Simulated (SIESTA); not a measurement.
The system is FeO (Wuestite).

```
Fe O
1.0
     1.51882    0.87689    2.51958
    -1.51882    0.87689    2.51958
     0.00000   -1.75378    2.51958
Fe O
1 1
Direct
  0.00000 0.00000 0.00000
  0.50000 0.50000 0.50000
```

Base run:

| Property | Result |
| --- | --- |
| Program | SIESTA 5.4.2 |
| Functional | PBE |
| Potentials or basis | PseudoDojo 0.4 standard (PBE files) |
| Basis | DZP (energy shift 0.003 Ry; two zetas on semicore shells) |
| Grid cutoff | 800 Ry |
| Energy shift | 0.003 Ry |
| k mesh | 11 × 11 × 11 |
| Occupations | fermi-dirac, width 0.05 eV |
| Spin | collinear spin, ferromagnetic start |
| Starting moments | [3.0, 0.0] μB |

Its results: band gap on the k mesh none (metal or under the smearing width); pressure -0.5 GPa; net moment 4.00 μB per cell; site moments Fe +3.69; O +0.31 μB.

Task: The run is repeated on the same cell with these changes: functional from PBE to PBEsol; potentials or basis from PseudoDojo 0.4 standard (PBE files) to PseudoDojo 0.4 standard (PBEsol files). What comes out?

Result: Band gap on the k mesh none (metal or under the smearing width); pressure -8.9 GPa; net moment 4.00 μB per cell; site moments Fe +3.68; O +0.32 μB.

Caveats: short orbitals over semicore shells can move pressures by several GPa; the basis of atomic orbitals isn't converged, which shifts pressures, moduli and gaps; a cell with one magnetic atom can't hold antiferromagnetic order, which such compounds often take; semilocal functionals often make such compounds metallic where correlation or magnetic order opens a gap, which also shifts bond lengths.
